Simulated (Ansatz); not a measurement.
Geometry optimisation in Ansatz: input, command and trajectory.

```yaml
crystal:
  lattice:
    - [2.1833418773, 2.1833418773, 0.0]
    - [-2.1833418773, 2.1833418773, 0.0]
    - [0.0, 0.0, 4.5827670744]
  atoms:
    - { symbol: Hf, position: [0.0, 0.0, 0.0] }
    - { symbol: Hf, position: [0.5, 0.5, 0.5] }
    - { symbol: "N", position: [0.5, 0.5, 0.0] }
    - { symbol: "N", position: [0.0, 0.0, 0.5] }
basis:
  ecutwfc: 420
kpoints:
  mp_grid: { grid: [16, 16, 12] }
hamiltonian:
  xc: pbesol
scf:
  occupations: { method: gaussian, width: 0.1 }
output:
  forces: true
  stress: true
  eigenvalues: true
relax:
  adjacent_minimum: "off"
  f_tol: 0.008
  max_steps: 40
  cell: { stress_tol: 0.015, fix: [a, b, gamma] }
```

```bash
ansatz run input.yaml --threads 1 --pin off --max-ram 2560MiB --backend cpu --events-out ev --progress --plain --runs-dir out
```

Computed with DFT PBEsol, scalar-relativistic, plane waves, PAW (Ansatz 0.2.0).

Of 7 frames 6 are shown, positions in Å and forces in eV/Å; the SCF threshold varies from step to step. Steps run on the plane waves of an earlier cell, with a Pulay correction in the pressure. The basis is chosen afresh for the last frame, the zero of the energies, and at times for earlier ones too; energy and pressure can step there, also at an unchanged geometry. Where two frames share a geometry here, they differ by under 2 meV/atom and 0.3 GPa.

```xyz
4
Lattice="2.1833 2.1833 0.0000 -2.1833 2.1833 0.0000 0.0000 0.0000 4.5828" Properties=species:S:1:pos:R:3:forces:R:3 pbc="T T T" step=1 free_energy_over_end_meV_per_atom=0.99 pressure_GPa=15.05
Hf    0.0000    0.0000    0.0000    0.0000    0.0000    0.0000
Hf    0.0000    2.1833    2.2914    0.0000    0.0000    0.0000
N     0.0000    2.1833    0.0000    0.0000    0.0000    0.0000
N     0.0000    0.0000    2.2914    0.0000    0.0000    0.0000
4
Lattice="2.1833 2.1833 0.0000 -2.1833 2.1833 0.0000 0.0000 0.0000 4.5462" Properties=species:S:1:pos:R:3:forces:R:3 pbc="T T T" step=2 free_energy_over_end_meV_per_atom=-0.26 pressure_GPa=17.37
Hf    0.0000    0.0000    0.0000    0.0000    0.0000    0.0000
Hf    0.0000    2.1833    2.2731    0.0000    0.0000    0.0000
N     0.0000    2.1833    0.0000    0.0000    0.0000    0.0000
N     0.0000    0.0000    2.2731    0.0000    0.0000    0.0000
4
Lattice="2.1833 2.1833 0.0000 -2.1833 2.1833 0.0000 0.0000 0.0000 4.5506" Properties=species:S:1:pos:R:3:forces:R:3 pbc="T T T" step=3 free_energy_over_end_meV_per_atom=-0.25 pressure_GPa=17.08
Hf    0.0000    0.0000    0.0000    0.0000    0.0000    0.0000
Hf    0.0000    2.1833    2.2753    0.0000    0.0000    0.0000
N     0.0000    2.1833    0.0000    0.0000    0.0000    0.0000
N     0.0000    0.0000    2.2753    0.0000    0.0000    0.0000
4
Lattice="2.1833 2.1833 0.0000 -2.1833 2.1833 0.0000 0.0000 0.0000 4.5504" Properties=species:S:1:pos:R:3:forces:R:3 pbc="T T T" step=4 free_energy_over_end_meV_per_atom=-0.25 pressure_GPa=17.09
Hf    0.0000    0.0000    0.0000    0.0000    0.0000    0.0000
Hf    0.0000    2.1833    2.2752    0.0000    0.0000    0.0000
N     0.0000    2.1833    0.0000    0.0000    0.0000    0.0000
N     0.0000    0.0000    2.2752    0.0000    0.0000    0.0000
4
Lattice="2.1833 2.1833 0.0000 -2.1833 2.1833 0.0000 0.0000 0.0000 4.5504" Properties=species:S:1:pos:R:3:forces:R:3 pbc="T T T" step=5 free_energy_over_end_meV_per_atom=0.00 pressure_GPa=17.06
Hf    0.0000    0.0000    0.0000    0.0000    0.0000    0.0000
Hf    0.0000    2.1833    2.2752    0.0000    0.0000    0.0000
N     0.0000    2.1833    0.0000    0.0000    0.0000    0.0000
N     0.0000    0.0000    2.2752    0.0000    0.0000    0.0000
4
Lattice="2.1833 2.1833 0.0000 -2.1833 2.1833 0.0000 0.0000 0.0000 4.5500" Properties=species:S:1:pos:R:3:forces:R:3 pbc="T T T" step=7 free_energy_over_end_meV_per_atom=0.00 pressure_GPa=17.09
Hf    0.0000    0.0000    0.0000    0.0000    0.0000    0.0000
Hf    0.0000    2.1833    2.2750    0.0000    0.0000    0.0000
N     0.0000    2.1833    0.0000    0.0000    0.0000    0.0000
N     0.0000    0.0000    2.2750    0.0000    0.0000    0.0000
```

Time: 5.9 min on 1 thread of Intel(R) Xeon(R) Processor @ 2.50GHz (Skylake/Cascade Lake), with other jobs on the host, peak memory 0.68 GiB.

Spin–orbit coupling is left out, which can shift energies with elements as heavy as these.